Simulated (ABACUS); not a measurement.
Runs of ABACUS 3.10.1 on LiH. It takes space group Fm-3m (No. 225, cubic). The conventional cell has a = 4.074 Å, b = 4.074 Å, c = 4.074 Å, α = 90.00°, β = 90.00°, γ = 90.00°. Li (site symmetry m-3m) is surrounded by 6 H at 2.04 Å. H (site symmetry m-3m) has 6 Li at 2.04 Å as nearest neighbours. 

| task | potentials or basis | cell | k mesh | cutoff (eV) | SCF threshold on the density | eigensolver | symmetry key | max steps of the relaxation | force threshold | gap on the mesh (eV) | pressure (GPa) |
| --- | --- | --- | --- | --- | --- | --- | --- | --- | --- | --- | --- |
| single point | PseudoDojo NC SR 0.5 PBE stringent, plane waves | as given | 9 × 9 × 9 | 1320 | 1e-08 | dav | 1 | - | - | (a) | -1.7 |
| relaxation of cell and atoms | PseudoDojo NC SR 0.5 PBE stringent, DZP LCAO (the cutoffs set its grid) | relaxed | 10 × 10 × 10 | 1361 | 1e-07 | genelpa | 1 | 60 | 0.01 eV/Å | - | 0.0 |
| single point | PseudoDojo NC SR 0.4.1 PBE standard, DZP LCAO (the cutoffs set its grid) | as given | 11 × 11 × 11 | 1361 | 1e-07 | genelpa | 1 | - | - | 3.18 | -1.7 |
| single point | PseudoDojo NC SR 0.5 PBE stringent, DZP LCAO (the cutoffs set its grid) | as given | 10 × 10 × 10 | 1361 | 1e-07 | genelpa | 1 | - | - | 2.99 | -1.8 |

Alike in all rows: level PBE; no spin polarisation; smearing fermi-dirac 0.05 eV.

Question: Estimate the missing entries.

Answer: (a) 3.30.

Caveats: the atomic orbitals were generated for these runs and aren't a published set (some runs); the basis of atomic orbitals isn't converged, which shifts pressures, moduli and gaps (some runs); an odd mesh through Γ misses points on the zone boundary, where band edges often lie (some runs).

Not every run made on this cell is shown here.
